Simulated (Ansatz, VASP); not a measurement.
# Two plane-wave programs on Mg

Contents of INCAR:

```
SYSTEM = Mg
PREC = Accurate ; ENCUT = 520
EDIFF = 1E-8 ; ISMEAR = -1
SIGMA = 0.08 ; LREAL = .False.
LASPH = .True. ; NELM = 80
ALGO = Normal ; ISIF = 2
LWAVE = .False. ; LCHARG = .False.
GGA = PE ; LEFG = .True.
NBANDS = 9
```

The input KPOINTS:

```
Automatic mesh
0
Gamma
  12 12 7
  0 0 0
```

Contents of POSCAR:

```
Mg
1.0
    3.1129933865      0.0000000000      0.0000000000
   -1.5564966932      2.6959313546      0.0000000000
    0.0000000000      0.0000000000      5.2103300000
Mg
2
Direct
    0.3333333333      0.6666666667      0.2500000000
    0.6666666667      0.3333333333      0.7500000000
```

Input for Ansatz:

```yaml
crystal:
  lattice:
    - [3.1129933865, 0.0, 0.0]
    - [-1.5564966932, 2.6959313546, 0.0]
    - [0.0, 0.0, 5.21033]
  atoms:
    - { symbol: Mg, position: [0.3333333333, 0.6666666667, 0.25] }
    - { symbol: Mg, position: [0.6666666667, 0.3333333333, 0.75] }
kpoints:
  mp_grid: { grid: [12, 12, 7] }
scf:
  occupations: { method: fermi_dirac, width: 0.08 }
hamiltonian:
  xc: pbe
  pseudopotentials: { kind: paw }
output:
  forces: true
  stress: true
  eigenvalues: true
  efg: { contact_densities: true }
```

Change from the starting cell: x and y stretched by -3 %, z held, PAW files.

Alike in both runs: task electric field gradients; functional PBE; k mesh 12 × 12 × 7; occupations fermi-dirac, width 0.08 eV; no spin polarisation.

|  | VASP | Ansatz |
| --- | --- | --- |
| version | VASP 6.6.1 | Ansatz 0.2.0 |
| potentials or method | VASP PAW PBE potentials, release 64 (Mg) | PAW with Ansatz's default frozen-core files, scalar-relativistic |
| plane-wave cutoff (eV) | 520 | 420 |
| valence electrons in the cell | 4 | 20 |

Ansatz gave:

| Property | Result |
| --- | --- |
| pressure (GPa) | 2.0 |
| largest component of the traceless stress (GPa) | 1.87 |
| Vzz of the field gradient on the site that differs most (V/Å²) | 2.6 |

Question: Which values does VASP return?

Answer: Pressure (GPa): 1.9; largest component of the traceless stress (GPa): 1.88; Vzz of the field gradient on the site that differs most (V/Å²): 2.7.

With one functional, cell and mesh, what is left measures potentials, basis and numerics. The two sets of potentials don't hold the same shells in valence.
